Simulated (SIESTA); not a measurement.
Runs of SIESTA 5.4.2 on Cu. The cell holds a slab with vacuum, 5 atoms: a = 2.534 Å, b = 2.534 Å, c = 23.225 Å, α = 90.00°, β = 90.00°, γ = 120.00°. The slab is cut from a database's or a generator's crystal, which needn't be the stable form of the element.

```tsv
level	potentials or basis	energy shift	gap on the mesh (eV)	largest force (eV/Å)
AM05	PseudoDojo 0.4 standard (PBEsol files), DZP (energy shift 0.003 Ry; two zetas on semicore shells)	0.003 Ry	none	0.13
vdW-DF2	Ansatz (PBE files), DZP (energy shift 0.02 Ry)	0.02 Ry	none	(c)
revPBE	PseudoDojo 0.4 standard (PBE files), DZP (energy shift 0.003 Ry; two zetas on semicore shells)	0.003 Ry	none	0.37
PW91	PseudoDojo 0.4 standard (PBE files), DZP (energy shift 0.003 Ry; two zetas on semicore shells)	0.003 Ry	none	0.20
BLYP	PseudoDojo 0.4 standard (PBE files), DZP (energy shift 0.003 Ry; two zetas on semicore shells)	0.003 Ry	none	0.47
PBEsol	PseudoDojo 0.4 standard (PBEsol files), DZP (energy shift 0.003 Ry; two zetas on semicore shells)	0.003 Ry	none	(a)
WC	PseudoDojo 0.4 standard (PBEsol files), DZP (energy shift 0.003 Ry; two zetas on semicore shells)	0.003 Ry	none	(b)
LDA	PseudoDojo 0.4 standard (LDA files), DZP (energy shift 0.003 Ry; two zetas on semicore shells)	0.003 Ry	none	0.35
```

Alike in all rows: task single point; no spin polarisation; cell as given; k mesh 12 × 12 × 1; smearing fermi-dirac 0.05 eV; grid cutoff 800 Ry.

Q: Fill in the values left out.

A: (a) 0.11; (b) 0.09; (c) 0.66.

Caveats: the basis of atomic orbitals isn't converged, which shifts pressures, moduli and gaps; the potentials were made for another functional, which shifts forces and pressure (some runs).

A gap of «none» marks a metal or a gap under the smearing width.

Runs at the PBE level aren't shown here.
